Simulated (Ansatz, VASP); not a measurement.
**Pb in VASP and in Ansatz**

```xyz
1
Lattice="0.0000 2.5176 2.5176 2.5176 0.0000 2.5176 2.5176 2.5176 0.0000" Properties=species:S:1:pos:R:3 pbc="T T T"
Pb    0.0000    0.0000    0.0000
```

Alike in both runs: task single point; functional PBE; k mesh 11 × 11 × 11; occupations fermi-dirac, width 0.03 eV; no spin polarisation.

|  | VASP | Ansatz |
| --- | --- | --- |
| version | VASP 6.6.1 | Ansatz 0.2.0 |
| potentials or method | VASP PAW PBE potentials, release 64 (Pb_d) | plane waves (420 eV) with PAW, scalar-relativistic |
| plane-wave cutoff (eV) | 520 | 420 |
| valence electrons in the cell | 14 | 14 |

VASP gave:

* pressure (GPa): -0.2

Task: Which values does Ansatz return?

Result: Pressure (GPa): -0.1.

The functional is the same, so the differences come from potentials, cutoffs and numerics.

The runs have no spin-orbit coupling, so splittings on Pb are missing.
